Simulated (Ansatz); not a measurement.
The system is Ta.

```
Ta
1.0
     2.90037    0.00000    0.00000
    -1.45019    2.51180    0.00000
     0.00000    0.00000    5.16627
Ta
2
Direct
  0.33333 0.66667 0.25000
  0.66667 0.33333 0.75000
```

This isn't the form of Ta at room conditions, which is bcc.

Base run:

- Program: Ansatz 0.2.0
- Functional: PBE
- Potentials or basis: PseudoDojo stringent (PBE files)
- Cutoff: 1796 eV
- Density cutoff: 7184 eV
- k mesh: 11 × 11 × 5
- Occupations: fermi-dirac, width 0.05 eV
- Spin: no spin polarisation

Its results: band gap on the k mesh none (metal or under the smearing width); pressure -1.4 GPa.

Q: The run is repeated on the same cell with these changes: potentials or basis from PseudoDojo stringent (PBE files) to Ansatz NC; cutoff from 1796 eV to 1000 eV (not typed: the program's choice for these potentials). What comes out?

A: Band gap on the k mesh none (metal or under the smearing width); pressure -1.0 GPa.

Caveats: spin-orbit coupling is left out, which moves the levels of the heavy elements.
